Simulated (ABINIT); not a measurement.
HgTe (Coloradoite): equation of state with HCTH407

Crystal: HgTe (Coloradoite).

```
CELL_PARAMETERS angstrom
0.00000 3.21450 3.21450
3.21450 0.00000 3.21450
3.21450 3.21450 0.00000
ATOMIC_POSITIONS crystal
Hg 0.00000 0.00000 0.00000
Te 0.75000 0.75000 0.75000
```

| Property | Result |
| --- | --- |
| Program | ABINIT 10.8.3 (patched build) |
| Task | equation of state |
| Functional | HCTH407 |
| Potentials or basis | JTH PAW PBE v2.0 |
| Cutoff | 544 eV |
| k mesh | 7 × 7 × 7 |
| Occupations | fermi-dirac, width 0.05 eV |
| Spin | no spin polarisation |
| Fine-grid cutoff | 1088.46 eV |
| Exchange and correlation inside the PAW spheres | full angular mesh (pawxcdev 0, this build's default; the released program takes 1) |

The equilibrium volume is outside the volumes run.

Energy against volume, from the lowest point:
| volume (Å³/atom) | energy (meV/atom) |
| --- | --- |
| 31.223 | 169.89 |
| 31.887 | 129.04 |
| 32.551 | 93.89 |
| 33.215 | 63.93 |
| 33.880 | 38.58 |
| 34.544 | 17.42 |
| 35.208 | 0.00 |

Wall time 7.1 min on 1 thread of Arm Neoverse V1 (shared host), peak memory 0.16 GiB.

Caveat: the PAW data sets were made with another functional, which shifts forces and pressure a little. The run has no spin-orbit coupling, so splittings on Hg, Te are missing.
